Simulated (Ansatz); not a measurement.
Bands of ZnAu

```
CELL_PARAMETERS angstrom
3.14700 0.00000 0.00000
0.00000 3.14700 0.00000
0.00000 0.00000 3.14700
ATOMIC_POSITIONS crystal
Zn 0.50000 0.50000 0.50000
Au 0.00000 0.00000 0.00000
```

Atom numbers follow the list: Zn1, Au2.

The cell is COD entry 1510322, as deposited and not checked against the literature; nothing was relaxed.

No spin–orbit coupling, which matters for the heavy atoms here.

All numbers below come from DFT, PBE, all-electron LAPW, scalar-relativistic in Ansatz 0.2.0.

Sampling and basis: a Γ-centred 13×13×13 k mesh, Fermi–Dirac smearing of 0.05 eV, basis error target 0.5 meV/atom, no spin polarisation.

Points in fractions of the reciprocal vectors of this cell: Γ (0, 0, 0), X (0, 0.5, 0), M (0.5, 0.5, 0), R (0.5, 0.5, 0.5). The path joins them by straight lines in the order Γ–X–M–Γ–R–X–R–M; legs that retrace an earlier one aren't tabulated. Energies are in eV from the Fermi level.

**Question.** List the levels at M between -5 and 5 eV.

**Answer.** -4.14 (×2), -3.21, -2.04 (×2), 0.79, 2.45.

**Question.** List the levels at X between -5 and 5 eV.

**Answer.** -4.98 (×2), -3.95, -2.43.

**Question.** List the levels at Γ between -5 and 5 eV.

**Answer.** -3.79 (×3), 4.93 (×3).

**Question.** What is the band gap?

**Answer.** none: with an odd electron count and no spin polarisation the bands can't all be full, a metal in this set-up (spin order or a larger cell could open a gap).
